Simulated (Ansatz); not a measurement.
# AlN (F-43m) in Ansatz: a series of runs

Runs on AlN. Level: r2SCAN+D4. Tasks: single point, equation of state.

All numbers are computed with Ansatz 0.2.0; they aren't measurements. Logs are shortened: lines on timing, memory, paths and dates and some standing lists are left out, and cuts for length are marked.

## Step 1: The crystal as given

It takes space group F-43m (No. 216, cubic). The conventional cell has a = 4.368 Å, b = 4.368 Å, c = 4.368 Å, α = 90.00°, β = 90.00°, γ = 90.00°. Al (site symmetry -43m) is surrounded by 4 N at 1.89 Å. Around N (site symmetry -43m) lie 4 Al at 1.89 Å.

Measurements of this composition are mostly on another form, of space group No. 186.

## Step 2: Single point, r2SCAN+D4, 9.79 Å³/atom (volume scaled by 0.94)

Input file input.yaml:

```yaml
crystal:
  lattice:
    - [0.0, 2.1394097525, 2.1394097525]
    - [2.1394097525, 0.0, 2.1394097525]
    - [2.1394097525, 2.1394097525, 0.0]
  atoms:
    - { symbol: Al, position: [0.0, 0.0, 0.0] }
    - { symbol: "N", position: [0.25, 0.25, 0.25] }
hamiltonian:
  xc: r2scan
  pseudopotentials: { kind: paw }
  dispersion: d4
kpoints:
  mp_grid: { grid: [10, 10, 10] }
scf:
  occupations: { method: fermi_dirac, width: 0.05 }
output:
  forces: true
  stress: true
  eigenvalues: true
```

Potentials or basis: Ansatz PAW.

Command:

```sh
$ ansatz run input.yaml --threads 2 --pin off --max-ram 5120MiB --backend cpu --events-out ev --progress --plain --runs-dir out
```

What it wrote:

```text
Warning: RAYON_NUM_THREADS=2 ignored (pool sized by the plan → 2); use --threads N
Engine: ansatz 0.2.0, aarch64-unknown-linux-gnu
Pseudopotentials: kind: paw
Pseudopotential: Al, paw, valence charge 3, recommended cutoff 500 eV (meta_gga), Al.paw.azcp
Pseudopotential: N, paw, valence charge 5, recommended cutoff 500 eV (meta_gga), N.paw.azcp
Functional definition: r2SCAN
  parameter k0 = 0.174
  parameter k1 = 0.065
  parameter a1 = 4.9479
  exchange = r2scan_x(k0 = k0, k1 = k1, a1 = a1)
  correlation = r2scan_c
Crystal: 2 atoms, lattice volume = 19.584 Å³
Basis set: ecut = 500 eV, 531 PW (Γ), exchange–correlation on 96×96×96 points (64 copies of the dense FFT grid, shifted against one another)
Bands: 8, of which v1, the nominal top of the filled ones, is band 4 counted from 1 (3 counted from 0)
Symmetry: 24 space group operations
Space group: F-43m (ITA 216), of the structure as read, at distance tolerance 2.7e-5 Å
k-points: 47 of 1000 (time reversal used)
Non-local potential: Al, projectors of the file, l = 0: 2, l = 1: 2, l = 2: 1
Non-local potential: N, projectors of the file, l = 0: 2, l = 1: 2, l = 2: 1
PAW form: soft (Blöchl's): semilocal exchange-correlation on the pseudo side does not see the compensation charge
PAW frozen core: Al, regenerated for the run's functional (the file was generated under x = pbe(κ = 0.804, μ = 0.2195149727645171), c = pbe(β = 0.06672455060314922))
PAW frozen core: N, regenerated for the run's functional (the file was generated under x = pbe(κ = 0.804, μ = 0.2195149727645171), c = pbe(β = 0.06672455060314922))
PAW one-centre angular grid: Al, 302 points (default); XC on 160 Gauss nodes
PAW one-centre angular grid: N, 302 points (default); XC on 160 Gauss nodes
Initial density: superposition of atomic densities (neutral atoms: chi_scale 0, normalization atom), corrected by the library's trained network
Initial wavefunctions: pseudopotential atomic-orbital guess
Functional: x = r2scan, c = r2scan; τ floored in thin density (d = 2e-4 eV/Å³)
SCF iter   1: F=—  HF=-928.547449 eV  |F-HF|=—  |Δ(HF+E_count)|=         —  Δρ=6.95e-3  dr2=9.88e-3  dr2_τ=1.84e-1  ethr=1.77e-3  ⟨swp⟩=4.9  Hψ=2805  notcnv=0
preconditioner: auto → none  [insulator: Δε(μ)=4.005 eV  Ē_g=17.209 eV  σ=0.050 eV  W_gap=1.00  n_scr=0 (ndim 8)  ℏωp=23.7 eV  f_vac=0.000  D(μ)=0.00/eV (n_scr^D=0)  ε∞_Penn≈2.9]
SCF iter   2: F=—  HF=-928.625026 eV  |F-HF|=—  |Δ(HF+E_count)|=   7.76e-2  Δρ=4.62e-3  dr2=1.87e-3  dr2_τ=1.68e-4  ethr=1.23e-4  ⟨swp⟩=2.2  Hψ=1139  notcnv=0
SCF iter   3: F=—  HF=-928.624860 eV  |F-HF|=—  |Δ(HF+E_count)|=   1.66e-4  Δρ=8.86e-4  dr2=8.79e-5  dr2_τ=2.84e-5  ethr=2.34e-5  ⟨swp⟩=1.5  Hψ=399  notcnv=0
SCF iter   4: F=—  HF=-928.624850 eV  |F-HF|=—  |Δ(HF+E_count)|=   9.62e-6  Δρ=1.48e-4  dr2=4.23e-6  dr2_τ=2.75e-7  ethr=1.10e-6  ⟨swp⟩=2.1  Hψ=565  notcnv=0
SCF iter   5: F=—  HF=-928.624849 eV  |F-HF|=—  |Δ(HF+E_count)|=   9.04e-7  Δρ=6.62e-5  dr2=1.00e-6  dr2_τ=6.15e-8  ethr=5.29e-8  ⟨swp⟩=2.0  Hψ=543  notcnv=0
SCF iter   6: F=—  HF=-928.624849 eV  |F-HF|=—  |Δ(HF+E_count)|=   1.02e-7  Δρ=2.71e-5  dr2=1.67e-7  dr2_τ=2.48e-9  ethr=1.25e-8  ⟨swp⟩=1.8  Hψ=485  notcnv=0
SCF iter   7: F=-928.624849 eV  HF=-928.624849 eV  |F-HF|=5.41e-9  |Δ(HF+E_count)|=   2.71e-8  Δρ=6.39e-6  dr2=9.29e-9  dr2_τ=1.67e-10  ethr=1.25e-9  ⟨swp⟩=4.2  Hψ=1215  notcnv=0
SCF 1 converged in 7 iterations: F = -928.624849 eV  dr2 = 9.29e-9
SCF converged after 7 iterations
Free energy (F): -928.624849 eV
Harris-Foulkes:  -928.624849 eV  (|F-HF|=5.41e-9)
Internal energy: -928.624849 eV  (E = F + TS)
E sigma→0 (E₀):  -928.624849 eV
Fermi energy:    9.404941 eV
--- Per-component energies (eV) ---
  E_band       = 15.826785
  E_kinetic    = 163.408984
  E_local      = -217.850198  (includes V_loc(G=0)·N_el)
  E_nonlocal   = 54.999208
  E_hartree    = 76.578170
  E_xc         = -99.698266
  E_vxc        = -120.253694  (∫ρ·V_xc dr)
  E_paw        = -602.944186  (= ΣΔE_a)
  E_vpaw       = -24.043267  (= ΣTr[D̂ρ^β])
  E_aug_tail   = 0.000020  (compensation charges beyond the density's cutoff)
  E_vtau       = 6.410923  (kinetic-family band-sum trace: ∫τ·v_τ [+ j·A + Jᵃ·Aᵃ] dr)
  E_ewald      = -302.784566
  E_disp       = -0.244343  (pairwise vdW)
  E_core_change = -0.089673  (= ΣΔE_core)
  E_smearing   = -0.000000  (= −TS)
  E_closure    = 0.000000  (closes the sum)
  Σ components = -928.624849   (vs F -928.624849, Δ=0.00e0)
--- Forces (eV/Å), atoms counted from 1 ---
  atom   1  Al     0.00000000    -0.00000000     0.00000000
  atom   2  N     -0.00000000     0.00000000    -0.00000000
  max |Σ_I F_I| component: 2.22e-16 eV/Å
--- Stress (GPa, compression-positive) ---
       13.065017       0.000000      -0.000000
        0.000000      13.065017       0.000000
       -0.000000       0.000000      13.065017
  P = ⅓ Tr σ = 13.0650 GPa (130.650 kbar)
--- Band table (eV; the first three rows and the last of 47) ---
  k-point 0: bands = ["-8.7487", "7.3610", "7.3610", "7.3610", "12.8015", "21.5450", "21.5450", "21.5451"]
  k-point 1: bands = ["-8.5913", "6.5525", "7.3083", "7.3083", "13.4518", "21.1597", "21.6918", "21.6919"]
  k-point 2: bands = ["-8.1438", "4.8751", "7.1764", "7.1764", "14.6207", "20.3397", "21.5108", "21.5108"]
  k-point 46: bands = ["-5.8184", "3.1142", "4.0924", "4.6235", "13.8934", "19.6067", "21.3088", "21.9773"]
```

It took 1.5 s on 2 threads of Arm Neoverse V1, shared host; peak memory 0.32 GiB.

What came out:

```yaml
Free_energy: -928.6248 eV
Pressure: 13.1 GPa
Band_gap_on_the_k_mesh: 3.99 eV, indirect (least direct gap 5.44 eV)
```

Caveat: the PAW data sets come from PBE, with cores solved anew for the run's functional, which leaves a small shift of forces and pressure.

## Step 3: Single point, r2SCAN+D4, 10.00 Å³/atom (volume scaled by 0.96)

input.yaml: that of step 2 with these lines changed.

```diff
@@ -2,5 +2,5 @@
   lattice:
-    - [0.0, 2.1394097525, 2.1394097525]
-    - [2.1394097525, 0.0, 2.1394097525]
-    - [2.1394097525, 2.1394097525, 0.0]
+    - [0.0, 2.1544765148, 2.1544765148]
+    - [2.1544765148, 0.0, 2.1544765148]
+    - [2.1544765148, 2.1544765148, 0.0]
   atoms:
```

Potentials or basis: Ansatz PAW.

Command:

```sh
$ ansatz run input.yaml --threads 2 --pin off --max-ram 5120MiB --backend cpu --events-out ev --progress --plain --runs-dir out
```

It took 1.5 s on 2 threads of Arm Neoverse V1, shared host; peak memory 0.32 GiB.

It converged, with:

```yaml
Free_energy: -928.6518 eV
Pressure: 7.8 GPa
Band_gap_on_the_k_mesh: 3.97 eV, indirect (least direct gap 5.24 eV)
```

Caveat: the PAW data sets come from PBE, with cores solved anew for the run's functional, which leaves a small shift of forces and pressure.

## Step 4: Single point, r2SCAN+D4, 10.21 Å³/atom (volume scaled by 0.98)

input.yaml: that of step 3 with these lines changed.

```diff
@@ -2,5 +2,5 @@
   lattice:
-    - [0.0, 2.1544765148, 2.1544765148]
-    - [2.1544765148, 0.0, 2.1544765148]
-    - [2.1544765148, 2.1544765148, 0.0]
+    - [0.0, 2.169335443, 2.169335443]
+    - [2.169335443, 0.0, 2.169335443]
+    - [2.169335443, 2.169335443, 0.0]
   atoms:
```

Command:

```sh
$ ansatz run input.yaml --threads 2 --pin off --max-ram 5120MiB --backend cpu --events-out ev --progress --plain --runs-dir out
```

Run time: 1.4 s. Hardware: 2 threads of Arm Neoverse V1, shared host; peak memory 0.32 GiB.

The run converged. Its results:

```
Free energy            : -928.6656 eV
Pressure               : 2.9 GPa
Band gap on the k mesh : 3.96 eV, indirect (least direct gap 5.04 eV)
```

Caveat: the PAW data sets come from PBE, with cores solved anew for the run's functional, which leaves a small shift of forces and pressure.

## Step 5: Single point, r2SCAN+D4, 10.42 Å³/atom

input.yaml: that of step 4 with these lines changed.

```diff
@@ -2,5 +2,5 @@
   lattice:
-    - [0.0, 2.169335443, 2.169335443]
-    - [2.169335443, 0.0, 2.169335443]
-    - [2.169335443, 2.169335443, 0.0]
+    - [0.0, 2.1839935596, 2.1839935596]
+    - [2.1839935596, 0.0, 2.1839935596]
+    - [2.1839935596, 2.1839935596, 0.0]
   atoms:
```

Command:

```sh
$ ansatz run input.yaml --threads 2 --pin off --max-ram 5120MiB --backend cpu --events-out ev --progress --plain --runs-dir out
```

Wall time 1.4 s (2 threads of Arm Neoverse V1, shared host); peak memory 0.32 GiB.

Results (log left out):

```yaml
Free_energy: -928.6675 eV
Pressure: -1.4 GPa
Band_gap_on_the_k_mesh: 3.94 eV, indirect (least direct gap 4.85 eV)
```

Caveat: the PAW data sets come from PBE, with cores solved anew for the run's functional, which leaves a small shift of forces and pressure.

## Step 6: Single point, r2SCAN+D4, 10.63 Å³/atom (volume scaled by 1.02)

input.yaml: that of step 5 with these lines changed.

```diff
@@ -2,5 +2,5 @@
   lattice:
-    - [0.0, 2.1839935596, 2.1839935596]
-    - [2.1839935596, 0.0, 2.1839935596]
-    - [2.1839935596, 2.1839935596, 0.0]
+    - [0.0, 2.1984575146, 2.1984575146]
+    - [2.1984575146, 0.0, 2.1984575146]
+    - [2.1984575146, 2.1984575146, 0.0]
   atoms:
```

Potentials or basis: Ansatz PAW.

Command:

```sh
$ ansatz run input.yaml --threads 2 --pin off --max-ram 5120MiB --backend cpu --events-out ev --progress --plain --runs-dir out
```

Run time: 1.4 s. Hardware: 2 threads of Arm Neoverse V1, shared host; peak memory 0.32 GiB.

The run converged. Its results:

| Property | Result |
| --- | --- |
| Free energy | -928.6586 eV |
| Pressure | -5.4 GPa |
| Band gap on the k mesh | 3.93 eV, indirect (least direct gap 4.67 eV) |

Caveat: the PAW data sets come from PBE, with cores solved anew for the run's functional, which leaves a small shift of forces and pressure.

## Step 7: Single point, r2SCAN+D4, 10.83 Å³/atom (volume scaled by 1.04)

input.yaml: that of step 6 with these lines changed.

```diff
@@ -2,5 +2,5 @@
   lattice:
-    - [0.0, 2.1984575146, 2.1984575146]
-    - [2.1984575146, 0.0, 2.1984575146]
-    - [2.1984575146, 2.1984575146, 0.0]
+    - [0.0, 2.2127336128, 2.2127336128]
+    - [2.2127336128, 0.0, 2.2127336128]
+    - [2.2127336128, 2.2127336128, 0.0]
   atoms:
```

Command:

```sh
$ ansatz run input.yaml --threads 2 --pin off --max-ram 5120MiB --backend cpu --events-out ev --progress --plain --runs-dir out
```

Run time: 1.4 s. Hardware: 2 threads of Arm Neoverse V1, shared host; peak memory 0.32 GiB.

Results (log left out):

| Item | Value |
| --- | --- |
| Free energy | -928.6398 eV |
| Pressure | -9.0 GPa |
| Band gap on the k mesh | 3.91 eV, indirect (least direct gap 4.49 eV) |

Caveat: the PAW data sets come from PBE, with cores solved anew for the run's functional, which leaves a small shift of forces and pressure.

## Step 8: Single point, r2SCAN+D4, 11.04 Å³/atom (volume scaled by 1.06)

input.yaml: that of step 7 with these lines changed.

```diff
@@ -2,5 +2,5 @@
   lattice:
-    - [0.0, 2.2127336128, 2.2127336128]
-    - [2.2127336128, 0.0, 2.2127336128]
-    - [2.2127336128, 2.2127336128, 0.0]
+    - [0.0, 2.2268278375, 2.2268278375]
+    - [2.2268278375, 0.0, 2.2268278375]
+    - [2.2268278375, 2.2268278375, 0.0]
   atoms:
@@ -20 +20,5 @@
   eigenvalues: true
+  write_density: true
+  write_potential: true
+  elf: true
+  volumetric_format: npy
```

Command:

```sh
$ ansatz run input.yaml --threads 2 --pin off --max-ram 5120MiB --backend cpu --events-out ev --progress --plain --runs-dir out
```

Wall time 1.8 s (2 threads of Arm Neoverse V1, shared host); peak memory 0.33 GiB.

The run converged. Its results:

* Free energy: -928.6121 eV
* Pressure: -12.2 GPa
* Band gap on the k mesh: 3.89 eV, indirect (least direct gap 4.32 eV)

Caveat: the PAW data sets come from PBE, with cores solved anew for the run's functional, which leaves a small shift of forces and pressure.

## Step 9: Equation of state, r2SCAN+D4

Potentials or basis: Ansatz PAW.

This step only gathers the single runs of the series.

What came out:

| Property | Result |
| --- | --- |
| Equilibrium volume | 10.35 Å³/atom |
| Bulk modulus | 213 GPa |
| Pressure derivative of the bulk modulus | 3.8 |

Energy against volume, from the lowest point:
```tsv
volume (Å³/atom)	energy (meV/atom)
9.792	21.33
10.001	7.84
10.209	0.94
10.417	0.00
10.626	4.47
10.834	13.85
11.042	27.68
```

Caveat: the PAW data sets were made with another functional, which shifts forces and pressure a little.
